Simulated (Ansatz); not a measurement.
CuI, space group Cmcm: an equation of state with a fit, run with Ansatz 0.2.0 through its Python package.

Script `cui.py`:
```python
"""Bulk modulus of CuI from an E(V) curve."""

import ansatz as az
import numpy as np
from scipy.optimize import curve_fit

config = {
    "cutoff_ev": 550,
    "mesh": (4, 4, 6),
}

VECTORS = np.array([
    [3.733168, -3.711086, 0.0],
    [3.733168, 3.711086, 0.0],
    [0.0, 0.0, 4.306998],
])
SITES = [
    ("Cu", (0.420439, 0.579561, 0.75)),
    ("Cu", (0.579561, 0.420439, 0.25)),
    ("I", (0.770043, 0.229957, 0.75)),
    ("I", (0.229957, 0.770043, 0.25)),
]


def on_lattice(cell):
    crystal = az.Crystal(lattice=az.Lattice.of(cell))
    for symbol, position in SITES:
        crystal = crystal.atom(symbol, position)
    return crystal

def vinet(v, e0, v0, b0, b1):
    eta = (v / v0) ** (1 / 3)
    return e0 + 2 * b0 * v0 / (b1 - 1) ** 2 * (2 - (5 + 3 * b1 * (eta - 1) - 3 * eta) * np.exp(-1.5 * (b1 - 1) * (eta - 1)))


def main() -> None:
    # uniform scaling of the cell
    volumes, energies = [], []
    for scale in np.linspace(0.95, 1.07, 5):
        cell = VECTORS * scale ** (1 / 3)
        calc = (
            on_lattice(cell).calculation()
            .functional(az.Functional.R2SCAN)
            .basis(config["cutoff_ev"])
            .occupations(az.OccupationsMethod.FIXED)
            .kpoints(*config["mesh"])
        )
        report = calc.run(threads=1, pin="off").report
        volumes.append(abs(np.linalg.det(cell)) / len(SITES))
        energies.append(report["free_energy_ev"] / len(SITES))
        print(f"V = {volumes[-1]:8.4f} A^3/atom  F = {energies[-1]:.5f} eV/atom")

    guess = (min(energies), volumes[int(np.argmin(energies))], 0.5, 4.5)
    (e0, v0, b0, b1), _ = curve_fit(vinet, np.array(volumes), np.array(energies), p0=guess, maxfev=20000)
    print(f"Vinet fit: V0 = {v0:.4f} A^3/atom, B0 = {160.21766 * b0:.1f} GPa, B1 = {b1:.2f}")
    print("largest residual", round(1000 * float(np.abs(vinet(np.array(volumes), e0, v0, b0, b1) - energies).max()), 3), "meV/atom")


if __name__ == "__main__":
    main()
```

From its runs, with one value withheld:

| V (Å³/atom) | F less the lowest row shown (meV/atom) |
| --- | --- |
| 28.343 | ? |
| 29.238 | 1.79 |
| 30.133 | 0.00 |
| 31.028 | 4.64 |
| 31.923 | 14.65 |

What is the missing energy at 28.343 Å³ an atom?

A third-order Birch-Murnaghan fit, E = E0 + (9 V0 B0 / 16) [(t - 1)³ B' + (t - 1)² (6 - 4t)] with t = (V0/V)^(2/3), through the 4 rows shown gives V0 = 29.913 Å³, B0 = 40.1 GPa, B' = 5.05 and E0 = -0.20 meV. At V = 28.343 Å³, t = 1.03658, and the fit extrapolates to 11.30 meV. The run gave 11.30 meV, a miss of 0.00 meV.

What to keep in mind:
- Shape and fractional positions are held along the curve, so the bulk modulus is an upper value where they are free to relax, by a factor of two or more in layered or hydrogen-bonded cells.
- Without a Hubbard U or exact exchange, semilocal functionals often make such 3d compounds metallic or too weakly gapped.
- This cell is a computed structure, which may not be the phase found in nature.
- Finished in 87 s on 1 thread of Arm Neoverse V2 (shared host), peak memory 0.83 GiB.
